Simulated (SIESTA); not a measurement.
## Tl under changes of volume

One of the cells (30.026 Å³/atom); the others are scaled copies at fixed shape and fractional positions:

```
Tl
1.0
     3.50864    0.00000    0.00000
    -1.75432    3.03857    0.00000
     0.00000    0.00000   11.26560
Tl
4
Cartesian
  1.7543 1.0129 8.4492
  0.0000 0.0000 5.6328
  0.0000 2.0257 2.8164
  0.0000 0.0000 0.0000
```

- Program: SIESTA 5.4.2
- Functional: LDA
- Potentials or basis: PseudoDojo 0.4 standard (LDA files)
- Basis: DZP (energy shift 0.003 Ry; two zetas on semicore shells)
- Grid cutoff: 500 Ry
- Energy shift: 0.003 Ry
- k mesh: 9 × 9 × 3
- Occupations: fermi-dirac, width 0.05 eV
- Spin: no spin polarisation

| volume (Å³/atom) | energy over the lowest point (meV/atom) | pressure (GPa) |
| --- | --- | --- |
| 28.225 | 0.00 | -1.6 |
| 28.825 | 7.56 | -2.4 |
| 29.426 | 17.89 | -3.1 |
| 30.026 | 30.55 | -3.6 |
| 30.627 | 45.20 | -4.1 |
| 31.227 | ? | ? |
| 31.828 | 78.99 | -4.8 |

Question: What does the run at 31.227 Å³/atom give?

Answer: Energy over the lowest point 61.44 meV/atom; pressure -4.5 GPa.

Worked out: A Birch-Murnaghan fit of order 3 (a polynomial in V^(-2/3)) to the other rows has no minimum within the range. It gives 61.42 meV/atom at 31.227 Å³/atom, against the run's 61.44, and -dE/dV = -4.5 GPa, against -4.5.

Energies are extrapolated to zero smearing.

Caveats: the basis of atomic orbitals isn't converged, which shifts pressures, moduli and gaps.
